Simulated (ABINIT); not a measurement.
**ZnS in ABINIT: the effect of functional**

Crystal: ZnS.

```
Zn S
1.0
     0.00000    2.70200    2.70200
     2.70200    0.00000    2.70200
     2.70200    2.70200    0.00000
Zn S
1 1
Direct
  0.75000 0.75000 0.75000
  0.00000 0.00000 0.00000
```

Alike in all runs:

- Program: ABINIT 10.8.3 (patched build)
- Task: band structure
- Potentials or basis: JTH PAW PBE v2.0
- Cutoff: 707 eV
- k mesh: 9 × 9 × 9
- Occupations: fermi-dirac, width 0.05 eV
- Spin: no spin polarisation

```tsv
functional	gap on the mesh (eV)
PBE	2.10
LDA	1.85
PBEsol	1.96
RPBE	2.26
BLYP	2.09
AM05	2.08
r2SCAN	2.64
SCAN	2.58
revPBE	2.22
PW91	2.07
WC	1.93
TB-mBJ	?
```

Task: What does the run with functional TB-mBJ give?

Result: gap on the mesh 3.58 eV.

Caveats: the constant c of TB-mBJ comes from the pseudo density here, which moves gaps by up to 0.3 eV between sets of potentials (some runs).

